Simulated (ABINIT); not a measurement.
Crystal: ZrB2.

```
Zr B
1.0
     3.17000    0.00000    0.00000
    -1.58500    2.74530    0.00000
     0.00000    0.00000    3.53300
Zr B
1 2
Direct
  0.00000 0.00000 0.00000
  0.66667 0.33333 0.50000
  0.33333 0.66667 0.50000
```

Program: ABINIT 10.8.3 (patched build). Alike in all runs: cell as given; smearing fermi-dirac 0.05 eV.

Order these runs on this cell by their pressure, lowest first.
A. level r2SCAN; potentials or basis JTH PAW PBE v2.0; spin off; k mesh 8 × 8 × 6; cutoff (eV) 544; fine-grid cutoff 1088.46 eV; mesh quality not flagged
B. level LDA; potentials or basis JTH PAW LDA v2.0; spin off; k mesh 6 × 6 × 5; cutoff (eV) 463; fine-grid cutoff 925.187 eV; mesh quality coarse
C. level RPBE; potentials or basis JTH PAW PBE v2.0; spin SOC, no magnetisation; k mesh 10 × 10 × 8; cutoff (eV) 463; fine-grid cutoff 925.187 eV; mesh quality not flagged
D. level BLYP; potentials or basis JTH PAW PBE v2.0; spin off; k mesh 10 × 10 × 8; cutoff (eV) 463; fine-grid cutoff 925.187 eV; mesh quality not flagged

B (-8.8 GPa), A (0.4 GPa), C (4.1 GPa), D (7.1 GPa).

Caveats: some runs use coarse meshes; the PAW data sets were made with another functional, which shifts forces and pressure a little (some runs).

Runs at the PBE level aren't shown here.
